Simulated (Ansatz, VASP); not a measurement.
**LiGaO4: VASP beside Ansatz**

```
CELL_PARAMETERS angstrom
3.16257 0.00000 0.00000
0.00000 3.16257 0.00000
0.00000 0.00000 5.69420
ATOMIC_POSITIONS crystal
Li 0.00000 0.00000 0.00000
Ga 0.50000 0.50000 0.50000
O 0.50000 0.00000 0.26434
O 0.00000 0.50000 0.73566
O 0.50000 0.00000 0.73566
O 0.00000 0.50000 0.26434
```

Alike in both runs: functional PBE; k mesh 12 × 12 × 8; occupations gaussian, width 0.1 eV; no spin polarisation.

Ansatz relaxed the structure, and its values are those at the end. VASP's run is a single point on that final structure, the one shown.

|  | VASP | Ansatz |
| --- | --- | --- |
| version | VASP 6.6.1 | Ansatz 0.2.0 |
| potentials or method | VASP PAW PBE potentials, release 64 (Li_sv, Ga_d, O) | scalar-relativistic, plane waves, PAW |
| plane-wave cutoff (eV) | 520 | 420 |
| valence electrons in the cell | 40 | 40 |

|  | VASP | Ansatz | Ansatz less VASP |
| --- | --- | --- | --- |
| gap on the k mesh at the Fermi level (eV) | none | none | - |
| rms of the force components (eV/Å) | 0.026 | 0.000 | -0.0255 |

A gap of «none» marks a metal or a gap that the smearing closes.
